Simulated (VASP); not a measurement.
Input of a VASP 6.6.1 run:

INCAR

```
  PREC = Accurate
  ENCUT = 600
  EDIFF = 1E-6
  ISMEAR = 0
  SIGMA = 0.03
  LREAL = F
  LASPH = T
  NELM = 80
  ALGO = Normal
  ISIF = 3
  LWAVE = F
  LCHARG = F
  GGA = PS
  IBRION = 2
  NSW = 90
  EDIFFG = -0.01
  KPAR = 2
```

KPOINTS

```
regular mesh
0
Gamma
  8 8 8
```

POSCAR

```
BaF2
1.0
    0.0000000000      3.1000500000      3.1000500000
    3.1000500000      0.0000000000      3.1000500000
    3.1000500000      3.1000500000      0.0000000000
Ba F
1 2
Direct
    0.0000000000      0.0000000000      0.0000000000
    0.2500000000      0.2500000000      0.2500000000
    0.7500000000      0.7500000000      0.7500000000
```

Potentials or basis: VASP PAW PBE potentials, release 64 (Ba_sv, F).

Launch:

```bash
$ cat potpaw_PBE.64/Ba_sv/POTCAR potpaw_PBE.64/F/POTCAR > POTCAR
$ mpirun -np 2 vasp_std > vasp.out
```

Problem. What does it give for the band gap on the k mesh?

Solution. 6.68 eV, indirect (least direct gap 6.77 eV).

Problem. What does it give for the relaxed volume?

Solution. 19.62 Å³/atom.

Problem. What does it give for the space group after relaxing (to 0.05 Å)?

Solution. Fm-3m (No. 225).

Problem. What does it give for the relaxed cell?

Solution. a = 4.366 Å, b = 4.366 Å, c = 4.366 Å, α = 60.00°, β = 60.00°, γ = 60.00°.

Step by step:
```tsv
step	energy change (eV)	largest force (eV/Å)	pressure (GPa)	volume (Å³)
1	0.0000	0.0000	-0.69	59.58
2	-0.0015	0.0000	0.04	58.85
```

Caveat: the PAW data sets were made with another functional, which shifts forces and pressure a little; spin-orbit coupling is left out, which moves the levels of the heavy elements. A k mesh can miss the band edges.
